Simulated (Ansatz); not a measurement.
# Si: relaxing the structure by PAW and LAPW, part 2 of 2

Where does Si settle (cell and atoms relaxed from 1.04 times the given volume), by PAW and LAPW? Both runs start alike, so that frozen cores can be judged against all electrons.

Ansatz 0.2.0; DFT LDA; a database cell (COD). The steps go on from the part before.

**3. LAPW, all electrons**

The COD entry's cell or inner coordinates are ideal or old and differ from later refinements, so a difference from it is no clean test against experiment.

Contents of input.yaml:

```yaml
crystal:
  lattice:
    - [0.0, 2.7492688318, 2.7492688318]
    - [2.7492688318, 0.0, 2.7492688318]
    - [2.7492688318, 2.7492688318, 0.0]
  atoms:
    - { symbol: Si, position: [0.75, 0.75, 0.75] }
    - { symbol: Si, position: [0.5, 0.5, 0.5] }
kpoints:
  mp_grid: { grid: [11, 11, 11] }
scf:
  occupations: { method: fermi_dirac, width: 0.05 }
hamiltonian:
  xc: lda
  pseudopotentials: { kind: all_electron, lapw: { basis_error: 0.001 } }
output:
  forces: true
  stress: true
relax:
  f_tol: 0.005
  max_steps: 80
  cell: {}
```

The run is started by

```sh
$ ansatz run input.yaml --threads 1 --pin off --max-ram 2048MiB --backend cpu --events-out ev --progress --plain --runs-dir out
```

What it wrote:

```text
The last accepted step is kept in <dir> (removed where the run ends without a failure and the disk answers)
LAPW: plane waves up to 7.817 Å⁻¹, error target 1.0e-3 eV per atom; small_component_spin mean_spin; Si in spheres of 1.155 Å, 12 of its electrons in bands, Dirac shells []
Engine: ansatz 0.2.0
Pseudopotentials: kind: all_electron
Pseudopotential: Si, LAPW, valence charge 12, Koelling and Harmon's equation, gaussian nucleus
Functional definition: SPW92
  exchange = slater_x
  correlation = pw_c
Crystal: 2 atoms, lattice volume = 41.561 Å³
Basis set: ecut = 232.8015850020181 eV, 331 PW (Γ), exchange–correlation at level 2
Bands: 16, of which v1, the nominal top of the filled ones, is band 12 counted from 1 (11 counted from 0)
Symmetry: 48 space group operations
Space group: Fd-3m (ITA 227), of the structure as read, at distance tolerance 3.5e-5 Å
k-points: 56 of 1331
Non-local potential: Si, projectors of the file, none
Initial density: superposition of atomic densities (chi_scale 0.1, normalization cell)
Initial wavefunctions: plane waves of lowest kinetic energy (no species holds an atomic orbital)
Functional: x = slater, c = lda
iter 1 solved again at ethr=3.01e-3 eV; its pass at ethr=1.00e-1 eV (dr2=7.23e-1 eV) is discarded
SCF iter   1: F=—  HF=-15730.551534 eV  |F-HF|=—  |Δ(HF+E_count)|=         —  Δρ=4.09e-2  dr2=7.26e-1  ethr=3.01e-3  ⟨swp⟩=2.0  Hψ=6359  notcnv=0
preconditioner: auto → none  [insulator: Δε(μ)=0.942 eV  Ē_g=9.360 eV  σ=0.050 eV  W_gap=1.00  n_scr=14 (ndim 8)  ℏωp=16.3 eV  f_vac=0.000  D(μ)=0.00/eV (n_scr^D=0)  ε∞_Penn≈4.0]
SCF iter   2: F=—  HF=-15730.363509 eV  |F-HF|=—  |Δ(HF+E_count)|=   1.88e-1  Δρ=1.69e-2  dr2=1.04e-1  ethr=3.01e-3  ⟨swp⟩=2.0  Hψ=2484  notcnv=0
iter 3 solved again at ethr=1.45e-6 eV; its pass at ethr=4.33e-4 eV (dr2=3.48e-4 eV) is discarded
SCF iter   3: F=—  HF=-15730.334573 eV  |F-HF|=—  |Δ(HF+E_count)|=   2.89e-2  Δρ=1.27e-3  dr2=3.46e-4  ethr=1.45e-6  ⟨swp⟩=3.0  Hψ=4511  notcnv=0
SCF iter   4: F=—  HF=-15730.334441 eV  |F-HF|=—  |Δ(HF+E_count)|=         —  Δρ=1.08e-4  dr2=2.97e-6  ethr=1.44e-6  ⟨swp⟩=2.0  Hψ=2276  notcnv=0
the basis was enlarged: its passes take 59.0 KiB over the memory plan, 1 of 1 planned eigensolver slots
SCF iter   5: F=-15730.334438 eV  HF=-15730.334438 eV  |F-HF|=7.88e-9  |Δ(HF+E_count)|=   2.19e-6  Δρ=1.39e-5  dr2=8.98e-8  ethr=1.24e-8  ⟨swp⟩=2.1  Hψ=2278  notcnv=0
SCF 1 converged in 5 iterations: F = -15730.334438 eV  dr2 = 8.98e-8
relax step   1: F+E_penalty+E_count = -15730.33443843 eV  Δ(F+E_penalty+E_count) = +0.000e0 eV  max|allowed force component| = 2.864e-18 eV/Å  Δτ_max = 0.0000 Å  P = -4.613 GPa  Ω = 41.561 Å³  (5 SCF iters, accepted)
Crystal: 2 atoms, lattice volume = 39.855 Å³
Basis set: ecut = 239.39860451807186 eV, 331 PW (Γ), exchange–correlation at level 2
Initial density: handed on by an earlier stage of this run
Initial wavefunctions: those handed on with the density
iter 1 solved again at ethr=3.45e-6 eV; its pass at ethr=1.00e-1 eV (dr2=8.27e-4 eV) is discarded
SCF iter   1: F=—  HF=-15730.366008 eV  |F-HF|=—  |Δ(HF+E_count)|=         —  Δρ=1.00e-3  dr2=8.48e-4  ethr=3.45e-6  ⟨swp⟩=3.6  Hψ=4383  notcnv=0
preconditioner: auto → none  [insulator: Δε(μ)=0.504 eV  Ē_g=9.435 eV  σ=0.050 eV  W_gap=0.99  n_scr=14 (ndim 8)  ℏωp=16.6 eV  f_vac=0.011  D(μ)=0.00/eV (n_scr^D=0)  ε∞_Penn≈4.1]
iter 2 solved again at ethr=3.31e-7 eV; its pass at ethr=3.45e-6 eV (dr2=7.95e-5 eV) is discarded
SCF iter   2: F=—  HF=-15730.365625 eV  |F-HF|=—  |Δ(HF+E_count)|=   3.83e-4  Δρ=3.10e-4  dr2=7.82e-5  ethr=3.31e-7  ⟨swp⟩=2.0  Hψ=4046  notcnv=0
SCF iter   3: F=—  HF=-15730.365604 eV  |F-HF|=—  |Δ(HF+E_count)|=   2.17e-5  Δρ=6.68e-5  dr2=1.33e-6  ethr=3.26e-7  ⟨swp⟩=2.7  Hψ=2322  notcnv=0
SCF iter   4: F=-15730.365604 eV  HF=-15730.365604 eV  |F-HF|=6.25e-9  |Δ(HF+E_count)|=   5.94e-7  Δρ=9.61e-6  dr2=2.21e-8  ethr=5.55e-9  ⟨swp⟩=2.6  Hψ=2302  notcnv=0
SCF 2 converged in 4 iterations: F = -15730.365604 eV  dr2 = 2.21e-8
relax step   2: F+E_penalty+E_count = -15730.36560435 eV  Δ(F+E_penalty+E_count) = -3.117e-2 eV  max|allowed force component| = 3.469e-17 eV/Å  Δτ_max = 0.0000 Å  P = -1.107 GPa  Ω = 39.855 Å³  (4 SCF iters, accepted)
Crystal: 2 atoms, lattice volume = 39.345 Å³
Basis set: ecut = 241.4624804304467 eV, 331 PW (Γ), exchange–correlation at level 2
iter 1 solved again at ethr=2.89e-7 eV; its pass at ethr=1.00e-1 eV (dr2=6.94e-5 eV) is discarded
SCF iter   1: F=—  HF=-15730.367257 eV  |F-HF|=—  |Δ(HF+E_count)|=         —  Δρ=3.06e-4  dr2=7.78e-5  ethr=2.89e-7  ⟨swp⟩=4.0  Hψ=4447  notcnv=0
preconditioner: auto → none  [insulator: Δε(μ)=0.470 eV  Ē_g=9.493 eV  σ=0.050 eV  W_gap=0.98  n_scr=14 (ndim 8)  ℏωp=16.7 eV  f_vac=0.014  D(μ)=0.00/eV (n_scr^D=0)  ε∞_Penn≈4.1]
SCF iter   2: F=—  HF=-15730.367222 eV  |F-HF|=—  |Δ(HF+E_count)|=   3.44e-5  Δρ=9.81e-5  dr2=7.44e-6  ethr=2.89e-7  ⟨swp⟩=2.1  Hψ=2250  notcnv=0
iter 3 solved again at ethr=5.99e-10 eV; its pass at ethr=3.10e-8 eV (dr2=1.44e-7 eV) is discarded
SCF iter   3: F=—  HF=-15730.367221 eV  |F-HF|=—  |Δ(HF+E_count)|=   1.79e-6  Δρ=2.35e-5  dr2=1.44e-7  ethr=5.99e-10  ⟨swp⟩=2.1  Hψ=4146  notcnv=0
SCF iter   4: F=-15730.367221 eV  HF=-15730.367221 eV  |F-HF|=8.26e-10  |Δ(HF+E_count)|=   6.00e-8  Δρ=2.60e-6  dr2=2.03e-9  ethr=5.99e-10  ⟨swp⟩=2.1  Hψ=2250  notcnv=0
SCF 3 converged in 4 iterations: F = -15730.367221 eV  dr2 = 2.03e-9
relax step   3: F+E_penalty+E_count = -15730.36722064 eV  Δ(F+E_penalty+E_count) = -1.616e-3 eV  max|allowed force component| = 6.129e-17 eV/Å  Δτ_max = 0.0000 Å  P = +0.105 GPa  Ω = 39.345 Å³  (4 SCF iters, accepted)
Crystal: 2 atoms, lattice volume = 39.387 Å³
Basis set: ecut = 241.28931067025874 eV, 331 PW (Γ), exchange–correlation at level 2
iter 1 solved again at ethr=1.66e-9 eV; its pass at ethr=1.00e-1 eV (dr2=3.98e-7 eV) is discarded
SCF iter   1: F=—  HF=-15730.367235 eV  |F-HF|=—  |Δ(HF+E_count)|=         —  Δρ=2.51e-5  dr2=5.12e-7  ethr=1.66e-9  ⟨swp⟩=4.7  Hψ=4589  notcnv=0
preconditioner: auto → none  [insulator: Δε(μ)=0.466 eV  Ē_g=9.487 eV  σ=0.050 eV  W_gap=0.98  n_scr=14 (ndim 8)  ℏωp=16.7 eV  f_vac=0.014  D(μ)=0.00/eV (n_scr^D=0)  ε∞_Penn≈4.1]
SCF iter   2: F=-15730.367235 eV  HF=-15730.367235 eV  |F-HF|=2.38e-8  |Δ(HF+E_count)|=   2.48e-7  Δρ=7.40e-6  dr2=4.48e-8  ethr=1.66e-9  ⟨swp⟩=2.1  Hψ=2259  notcnv=0
SCF 4 converged in 2 iterations: F = -15730.367235 eV  dr2 = 4.48e-8
relax step   4: F+E_penalty+E_count = -15730.36723477 eV  Δ(F+E_penalty+E_count) = -1.412e-5 eV  max|allowed force component| = 6.823e-17 eV/Å  Δτ_max = 0.0000 Å  P = +0.003 GPa  Ω = 39.387 Å³  (2 SCF iters, accepted)
iter 1 solved again at ethr=1.84e-10 eV; its pass at ethr=1.00e-1 eV (dr2=4.42e-8 eV) is discarded
SCF iter   1: F=—  HF=-15730.367235 eV  |F-HF|=—  |Δ(HF+E_count)|=         —  Δρ=7.34e-6  dr2=4.39e-8  ethr=1.84e-10  ⟨swp⟩=3.2  Hψ=4294  notcnv=0
preconditioner: auto → none  [insulator: Δε(μ)=0.467 eV  Ē_g=9.487 eV  σ=0.050 eV  W_gap=0.98  n_scr=14 (ndim 8)  ℏωp=16.7 eV  f_vac=0.014  D(μ)=0.00/eV (n_scr^D=0)  ε∞_Penn≈4.1]
SCF iter   2: F=-15730.367235 eV  HF=-15730.367235 eV  |F-HF|=1.41e-9  |Δ(HF+E_count)|=   1.32e-8  Δρ=2.79e-6  dr2=5.10e-9  ethr=1.83e-10  ⟨swp⟩=2.0  Hψ=2247  notcnv=0
SCF 5 converged in 2 iterations: F = -15730.367235 eV  dr2 = 5.10e-9
relax step   5: F+E_penalty+E_count = -15730.36723510 eV  Δ(F+E_penalty+E_count) = -3.365e-7 eV  max|allowed force component| = 5.840e-17 eV/Å  Δτ_max = 0.0000 Å  P = +0.002 GPa  Ω = 39.387 Å³  stress off target by 1.90e-3 GPa  SCF on the basis re-selected at this cell (its energy is not comparable with the rows above)  (2 SCF iters)
basis re-selected at this cell: Δ(F+E_penalty+E_count) = -3.365e-7 eV, ΔP = -0.001 GPa vs the last step (what re-selecting the basis moved, after the strain that the cell walked since its last selection, with what the two solves' SCF thresholds leave and, on support functions, any second-order correction that the steps lacked; it is no measure of the basis error at this ecutwfc). This SCF's stress stands 1.90e-3 GPa from its target on what of the cell is left free (relax.cell.stress_tol is 5.00e-2 GPa) and its largest allowed force component is 5.84e-17 eV/Å (relax.f_tol is 5.00e-3 eV/Å): within both
SCF converged after 2 iterations
Free energy (F): -15730.367235 eV
Harris-Foulkes:  -15730.367235 eV  (|F-HF|=1.41e-9)
Internal energy: -15730.367181 eV  (E = F + TS)
E sigma→0 (E₀):  -15730.367208 eV
Entropy (-TS):   -0.000054 eV (-0.027 meV/atom)
Fermi energy:    7.696181 eV
--- Per-component energies (eV) ---
  E_band       = -1468.976814
  E_kinetic    = 15759.393950
  E_xc         = -1080.272161
  E_electrostatic = -30409.488970  (all electrons and nuclei)
  E_smearing   = -0.000054  (= −TS)
  E_closure    = 0.000000  (closes the sum)
  E_atoms      = -15718.460798  (free atoms, spherical and without spin; not in F)
  Σ components = -15730.367235   (vs F -15730.367235, Δ=0.00e0)
  Basis errors (estimates in eV, not in F): energy 5.2e-4 per atom: plane waves 4.8e-4 (2.9e-4 summed), levels above the bands 9.7e-31, relativity 3.3e-9, radial functions 4.0e-5, core shells 1.5e-13; eigenvalues (radial functions only) 4.1e-7; not estimated: angular momenta, meshes, grids; target (lapw.basis_error) 1.0e-3; muffin-tin radii Si 1.134 Å
--- Forces (eV/Å), atoms counted from 1 ---
  atom   1  Si    -0.00000000     0.00000000     0.00000000
  atom   2  Si     0.00000000    -0.00000000    -0.00000000
  max |Σ_I F_I| component: 5.93e-18 eV/Å
--- Stress (GPa, compression-positive) ---
        0.001896       0.000000      -0.000000
        0.000000       0.001896      -0.000000
       -0.000000      -0.000000       0.001896
  P = ⅓ Tr σ = 0.0019 GPa (0.019 kbar)
--- Relaxed structure (4 steps of the walk, 4 accepted, 1 SCFs on fresh bases) ---
  F+E_penalty+E_count = -15730.36723510 eV   max|allowed force component| = 5.840e-17 eV/Å   (the final SCF, on the basis selected at the relaxed cell)
  cell:  # Å, volume = 39.3870 Å³
    - [6.206736379189235e-35, 2.700481047138937, 2.700481047138937]
    - [2.700481047138937, 1.0477683571231784e-33, 2.700481047138937]
    - [2.700481047138937, 2.700481047138937, -8.439209929483321e-35]
  atoms:
    - { symbol: Si, position: [0.7499999999999999, 0.7499999999999999, 0.7499999999999999] }
    - { symbol: Si, position: [0.49999999999999994, 0.49999999999999994, 0.49999999999999994] }
```

Wall time 11 s (1 thread of Arm Neoverse V2, shared host).

Step by step:

| step | energy from step 1 (eV/cell) | largest force component (eV/Å) | pressure (GPa) | volume (Å³) |
| --- | --- | --- | --- | --- |
| 1 | 0.0000 | 0.0000 | -4.61 | 41.56 |
| 2 | -0.0312 | 0.0000 | -1.11 | 39.85 |
| 3 | -0.0328 | 0.0000 | 0.11 | 39.34 |
| 4 | -0.0328 | 0.0000 | 0.00 | 39.39 |
| 5 | -0.0328 | 0.0000 | 0.00 | 39.39 |

Step 1 is the start. Step 5 repeats the geometry before on a plane-wave basis chosen anew for that cell, so the energy can jump there without any move; the table keeps such jumps.

| input's cell | before | after | change |
| --- | --- | --- | --- |
| a (Å) | 3.888 | 3.819 | -1.8 % |
| b (Å) | 3.888 | 3.819 | -1.8 % |
| c (Å) | 3.888 | 3.819 | -1.8 % |
| volume (Å³/atom) | 20.78 | 19.69 | -5.2 % |

**4. What came out**

The summary covers parts 1 to 2. Changes of volume or cell count from the first structure of part 1.

```
            quantity                                                                      value
           PAW: cell  a = 3.820 Å, b = 3.820 Å, c = 3.820 Å, α = 60.00°, β = 60.00°, γ = 60.00°
         PAW: volume                                                             19.708 Å³/atom
  PAW: energy gained                                                              16.3 meV/atom
 PAW: accepted moves                                                                          3
    PAW: space group                                                              Fd-3m → Fd-3m
          LAPW: cell  a = 3.819 Å, b = 3.819 Å, c = 3.819 Å, α = 60.00°, β = 60.00°, γ = 60.00°
        LAPW: volume                                                             19.694 Å³/atom
 LAPW: energy gained                                                              16.4 meV/atom
LAPW: accepted moves                                                                          3
   LAPW: space group                                                              Fd-3m → Fd-3m
```

By PAW the volume changes by -5.2 % in 3 moves, and the energy falls by 16.3 meV/atom. PAW's final volume lies +0.07 % from LAPW's, and its energy gain differs from LAPW's by less than 0.1 meV/atom. The price, with the outputs that each input asks for: 11 s for LAPW against 4.3 s for PAW, about 2.5 to one.
